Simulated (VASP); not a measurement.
Input:

```
CELL_PARAMETERS angstrom
      4.38948     0.00000     0.00000
      0.00000     4.38948     0.00000
      0.00000     0.00000     2.86155
ATOMIC_POSITIONS crystal
  Ge 0.50000 0.50000 0.50000
  Ge 0.00000 0.00000 0.00000
  O  0.69423 0.69423 0.00000
  O  0.30577 0.30577 0.00000
  O  0.80577 0.19423 0.50000
  O  0.19423 0.80577 0.50000
```

Level of theory: PBE GGA, VASP's PBE PAW potentials (set 64) (plane waves; VASP). Numerical set-up: 400 eV cut-off, 7×7×10 Γ-centred mesh, Fermi-Dirac smearing of 0.050 eV, potentials Ge_d O.

At this cut-off the stress carries a Pulay error, which pulls relaxed volumes low. Energy and stress use the plane-wave basis of the starting cell.

Problem. The ions, cell shape and volume are relaxed. Which structure does the run end with?

Solution. 
```
CELL_PARAMETERS angstrom
      4.41388     0.00000     0.00000
      0.00000     4.41388     0.00000
      0.00000     0.00000     2.89297
ATOMIC_POSITIONS crystal
  Ge 0.50000 0.50000 0.50000
  Ge 0.00000 0.00000 0.00000
  O  0.69421 0.69421 0.00000
  O  0.30579 0.30579 0.00000
  O  0.80579 0.19421 0.50000
  O  0.19421 0.80579 0.50000
```
Space group P4_2/mnm (136), at a tolerance of 0.03 Å.

Problem. How do energy and volume change from the first to the last step?

Solution. The energy (σ→0) changes by -5.0 meV/atom and the volume by +2.2 %, in 6 ionic steps.

```
step  E(σ→0) (eV)  max force (eV/Å)  pressure (GPa)  volume (Å³)
----  -----------  ----------------  --------------  -----------
1        -38.4162             0.110            7.31        55.13
2        -38.3617             0.293          -11.30        58.55
3        -38.4458             0.059           -0.05        56.38
4        -38.4458             0.056            0.06        56.36
5        -38.4462             0.011            0.03        56.36
6        -38.4462             0.004            0.06        56.36
```

The structure comes from a computed database's GeO2 entry; how it stands against other phases isn't given here. This run relaxes it. Symmetry was kept, so distortions that lower it aren't found. The run is one of a series of settings (EDIFFG = -0.01, IBRION = 2, ISIF = 3, NSW = 50 against the base run), some of them coarse on purpose.
